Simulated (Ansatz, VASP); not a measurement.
Two plane-wave programs on Au

Contents of INCAR:

```
SYSTEM = Au
ALGO = Normal
EDIFF = 1E-6
EDIFFG = -0.005
ENCUT = 600
GGA = PS
IBRION = 2
ISIF = 3
ISMEAR = -1
LASPH = .True.
LCHARG = .False.
LREAL = .False.
LWAVE = .False.
NELM = 80
NSW = 60
PREC = Accurate
SIGMA = 0.08
```

Contents of KPOINTS:

```
k-points
0
Gamma
  14 14 14
  0 0 0
```

File POSCAR:

```
Au
1.0
    2.6378391409      0.0000000000      0.0000000000
    0.0000000000      2.6378391409      0.0000000000
    0.0000000000      0.0000000000      2.6378391409
Au
1
Direct
    0.0000000000      0.0000000000      0.0000000000
```

Input for Ansatz:

```yaml
crystal:
  lattice:
    - [2.6378391409, 0.0, 0.0]
    - [0.0, 2.6378391409, 0.0]
    - [0.0, 0.0, 2.6378391409]
  atoms:
    - { symbol: Au, position: [0.0, 0.0, 0.0] }
kpoints:
  mp_grid: { grid: [14, 14, 14] }
scf:
  occupations: { method: fermi_dirac, width: 0.08 }
hamiltonian:
  xc: pbesol
  pseudopotentials: { kind: paw }
output:
  forces: true
  stress: true
relax:
  f_tol: 0.005
  max_steps: 40
  cell: {}
```

Alike in both runs: task relaxation of cell and atoms; functional PBEsol; k mesh 14 × 14 × 14; occupations fermi-dirac, width 0.08 eV; no spin polarisation.

|  | VASP | Ansatz |
| --- | --- | --- |
| version | VASP 6.6.1 | Ansatz 0.2.0 |
| potentials or method | VASP PAW PBE potentials, release 64 (Au) | PAW with Ansatz's default frozen-core files, scalar-relativistic |
| plane-wave cutoff (eV) | 600 | 420 |
| valence electrons in the cell | 11 | 19 |

Ansatz gave:

| Quantity | Value |
| --- | --- |
| relaxed volume (Å³/atom) | 19.55 |
| relaxed cell length with the largest relative difference (Å) | 2.694 |
| energy change over the relaxation (meV/atom) | -35 |

Which values does VASP return?

Relaxed volume (Å³/atom): 19.54; relaxed cell length with the largest relative difference (Å): 2.693; energy change over the relaxation (meV/atom): -33.

The two sets of potentials don't hold the same shells in valence.

Caveats: the PAW data sets were made with another functional, which shifts forces and pressure a little (VASP). Spin-orbit coupling is left out, which matters for the levels of Au.
